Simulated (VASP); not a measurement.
Wanted: the native input for a VASP 6.6.1 run.

- Task: electric field gradients
- Functional: r2SCAN
- Dispersion: D3(BJ)
- Potentials or basis: VASP PAW PBE potentials, release 64 (Se, Zn)
- Cutoff: 520 eV
- k mesh: 8 × 8 × 8
- Occupations: gaussian, width 0.1 eV
- Spin: no spin polarisation
- Further INCAR settings: ALGO = Normal; EDIFF = 1e-08

The structure of ZnSe (Stilleite) lies in POSCAR:

```
ZnSe
1.0
    0.0000000000      2.8338000000      2.8338000000
    2.8338000000      0.0000000000      2.8338000000
    2.8338000000      2.8338000000      0.0000000000
Se Zn
1 1
Direct
    0.7500000000      0.7500000000      0.7500000000
    0.0000000000      0.0000000000      0.0000000000
```

One way to write it, as run:

INCAR

```
SYSTEM = ZnSe
PREC = Accurate
ENCUT = 520
EDIFF = 1E-8
ISMEAR = 0
SIGMA = 0.1
LREAL = .False.
LASPH = .True.
NELM = 100
ALGO = Normal
ISIF = 2
LWAVE = .False.
LCHARG = .False.
METAGGA = R2SCAN
LMIXTAU = .True.
IVDW = 12
VDW_S6 = 1.0
VDW_S8 = 0.78981345
VDW_A1 = 0.49484001
VDW_A2 = 5.73083694
LEFG = .True.
```

KPOINTS

```
regular mesh
0
Gamma
  8 8 8
  0 0 0
```

Potentials or basis: VASP PAW PBE potentials, release 64 (Se, Zn).

Launch:

```bash
$ cat potpaw_PBE.64/Se/POTCAR potpaw_PBE.64/Zn/POTCAR > POTCAR
$ mpirun -np 1 vasp_std > vasp.out
```

It gave:

```json
{"Pressure": "-1.0 GPa", "Band gap on the k mesh": "1.87 eV, direct", "Dispersion energy per atom": "-0.153 eV"}
```

Caveat: the PAW data sets were made with another functional, which shifts forces and pressure a little.

Wall time 66 s on 1 thread of Intel(R) Xeon(R) Platinum 8488C (Sapphire Rapids), with other jobs on the host, peak memory 0.17 GiB.
